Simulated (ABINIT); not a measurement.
Crystal: MnS.

```xyz
2
Lattice="0.0000 2.4735 2.4735 2.4735 0.0000 2.4735 2.4735 2.4735 0.0000" Properties=species:S:1:pos:R:3 pbc="T T T"
Mn    0.0000    0.0000    0.0000
S     3.7102    3.7102    3.7102
```

The cell is a database's computed one.

```yaml
Program: ABINIT 10.8.3 (patched build)
Task: relaxation of cell and atoms
Functional: PBEsol
Potentials_or_basis: Ansatz PAW PBE default generated set, frozen core
Cutoff: 419 eV
k_mesh: 7 × 7 × 7
Occupations: fermi-dirac, width 0.05 eV
Spin: collinear spin, ferromagnetic start
Starting_moments: "[4.0, 0.0] μB"
```

At the start: pressure -2.9 GPa; volume 15.13 Å³/atom.

Question: How do energy, volume and symmetry change on relaxing?

Answer: Over 4 steps the energy falls by 2.7 meV/atom and the volume is 14.83 Å³/atom (-2.0 %); space group F-43m (No. 216, to 0.05 Å); moment 0.25 μB per cell.

Step by step:
```
step  energy change (eV)  largest force (eV/Å)  pressure (GPa)  volume (Å³)
   1              0.0000                0.0000           -2.87        30.27
   2             -0.0037                0.0000           -1.64        30.00
   3             -0.0054                0.0000            0.05        29.66
   4             -0.0054                0.0000            0.00        29.67
```

Final structure:
```
CELL_PARAMETERS angstrom
0.00000 2.45709 2.45709
2.45709 0.00000 2.45709
2.45709 2.45709 0.00000
ATOMIC_POSITIONS crystal
Mn 0.00000 0.00000 0.00000
S 0.75000 0.75000 0.75000
```

Caveat: Libxc's GGAs can fail where the two spin gradients oppose each other; the atomic spheres overlap; the PAW data sets were made with another functional, which shifts forces and pressure a little; the moment fell far below its start of 4 μB, so a state of higher moment may lie lower in energy.
